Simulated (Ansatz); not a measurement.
AlV2C:

```
V Al C
1.0
     2.88760    0.00000    0.00000
    -1.44380    2.50073    0.00000
     0.00000    0.00000   13.10482
V Al C
4 2 2
Direct
  0.33333 0.66667 0.91362
  0.66667 0.33333 0.08638
  0.66667 0.33333 0.41362
  0.33333 0.66667 0.58638
  0.66667 0.33333 0.75000
  0.33333 0.66667 0.25000
  0.00000 0.00000 0.50000
  0.00000 0.00000 0.00000
```

The cell comes from a database or a generator and needn't be the stable form of this composition.

Base run:

```yaml
Program: Ansatz 0.2.0
Functional: LDA
Potentials_or_basis: Ansatz PAW
Cutoff: "420 eV (not typed: the program's choice for these potentials)"
k_mesh: 11 × 11 × 2
Occupations: fermi-dirac, width 0.05 eV
Spin: collinear spin, ferromagnetic start
Starting_moments: "[2.0, 2.0, 2.0, 2.0, 0.0, 0.0, 0.0, 0.0] μB"
```

Its results: band gap on the k mesh none (metal or under the smearing width); pressure -8.8 GPa; net moment 0.00 μB per cell; largest force 0.655 eV/Å.

Question: The run is repeated on the same cell with these changes: functional from LDA to r2SCAN; cutoff from 420 eV (not typed: the program's choice for these potentials) to 500 eV (not typed: the program's choice for these potentials). What comes out?

Answer: Band gap on the k mesh none (metal or under the smearing width); pressure -0.8 GPa; net moment 0.00 μB per cell; largest force 0.223 eV/Å.

Caveats: the PAW data sets come from PBE, with cores solved anew for the run's functional, which leaves a small shift of forces and pressure; the starting moments weren't kept; the magnetic or orbital state may not be the lowest (some runs).
